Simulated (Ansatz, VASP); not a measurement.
# One calculation of CdF2, two programs

Contents of INCAR:

```
SYSTEM = CdF2
PREC = Accurate
ENCUT = 520
EDIFF = 1E-6
ISMEAR = 0
SIGMA = 0.05
LREAL = .FALSE.
LASPH = .TRUE.
NELM = 80
ALGO = Normal
ISIF = 2
LWAVE = .FALSE.
LCHARG = .FALSE.
GGA = PE
NBANDS = 20
```

KPOINTS

```
regular mesh
0
G
  12 12 12
  0 0 0
```

Contents of POSCAR:

```
CdF2
1.0
    0.0000000000      2.7285422344      2.7285422344
    2.7285422344      0.0000000000      2.7285422344
    2.7285422344      2.7285422344      0.0000000000
Cd F
1 2
Direct
    0.0000000000      0.0000000000      0.0000000000
    0.2500000000      0.2500000000      0.2500000000
    0.7500000000      0.7500000000      0.7500000000
```

Input for Ansatz:

```yaml
crystal:
  lattice:
    - [0.0, 2.7285422344, 2.7285422344]
    - [2.7285422344, 0.0, 2.7285422344]
    - [2.7285422344, 2.7285422344, 0.0]
  atoms:
    - { symbol: Cd, position: [0.0, 0.0, 0.0] }
    - { symbol: F, position: [0.25, 0.25, 0.25] }
    - { symbol: F, position: [0.75, 0.75, 0.75] }
basis:
  ecutwfc: 420
  ecutrho_ratio: 4
kpoints:
  mp_grid: { grid: [12, 12, 12] }
hamiltonian:
  xc: pbe
scf:
  occupations: { method: gaussian, width: 0.05 }
output:
  forces: true
  stress: true
  eigenvalues: true
```

Alike in both runs: task single point; functional PBE; k mesh 12 × 12 × 12; occupations gaussian, width 0.05 eV; no spin polarisation.

```csv
,VASP,Ansatz
version,VASP 6.6.1,Ansatz 0.2.0
potentials or method,"VASP PAW PBE potentials, release 64 (Cd, F)","scalar-relativistic, plane waves, PAW"
plane-wave cutoff (eV),520,420
valence electrons in the cell,26,34
```

|  | VASP | Ansatz | Ansatz less VASP |
| --- | --- | --- | --- |
| gap on the k mesh at the Fermi level (eV) | 2.93 | 2.96 | +0.030 |
| least direct gap on the mesh (eV) | 3.48 | 3.51 | +0.030 |
| pressure (GPa) | 1.9 | 1.3 | -0.59 |

The two sets of potentials don't hold the same shells in valence.

A k mesh can miss the band edges. As with any semilocal functional, this PBE gap is likely too small.
